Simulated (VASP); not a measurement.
Set up this calculation in VASP 6.6.1, as the native input.

* Task: optical spectrum
* Functional: PBE
* Dispersion: D3(BJ)
* Potentials or basis: VASP PAW PBE potentials, release 64 (Br)
* Cutoff: 520 eV
* k mesh: 13 × 13 × 13
* Occupations: gaussian, width 0.05 eV
* Spin: no spin polarisation
* Further INCAR settings: ALGO = Normal; EDIFF = 1e-06; NBANDS = 36

The structure of Br lies in POSCAR:

```
Br
1.0
   -1.2330895374      1.6482457476      3.4287315785
    1.2330895374     -1.6482457476      3.4287315785
    1.2330895374      1.6482457476     -3.4287315785
Br
1
Direct
    0.0000000000      0.0000000000      0.0000000000
```

The cell isn't the ideal one: volume scaled by 0.88.

The input as run:

INCAR

```
  PREC = Accurate
  ENCUT = 520
  EDIFF = 1E-6
  ISMEAR = 0
  SIGMA = 0.05
  LREAL = False
  LASPH = True
  NELM = 80
  ALGO = Normal
  ISIF = 2
  LWAVE = False
  LCHARG = False
  GGA = PE
  IVDW = 12
  LOPTICS = True
  NBANDS = 36
  NEDOS = 1000
  CSHIFT = 0.05
```

KPOINTS

```
Automatic mesh
0
Gamma
  13 13 13
```

Potentials or basis: VASP PAW PBE potentials, release 64 (Br).

The run is started by

```console
$ cat potpaw_PBE.64/Br/POTCAR > POTCAR
$ mpirun -np 1 vasp_std > vasp.out
```

It gave:

| Item | Value |
| --- | --- |
| Pressure | 5.3 GPa |
| Band gap on the k mesh | none (metal or under the smearing width) |
| Dispersion energy per atom | -0.261 eV |

Caveat: spectra need much finer meshes, so this one isn't converged; independent-particle spectra lack excitons; the intraband (Drude) part of a metal's response may be missing; an odd number of electrons without spin polarisation forces a metal; a magnetic or distorted state may lie lower; pairwise dispersion overbinds metals, which lowers pressure and volume.

Run time: 3.5 min on 1 thread of Intel(R) Xeon(R) 6975P-C (Granite Rapids) (shared host), peak memory 0.43 GiB.
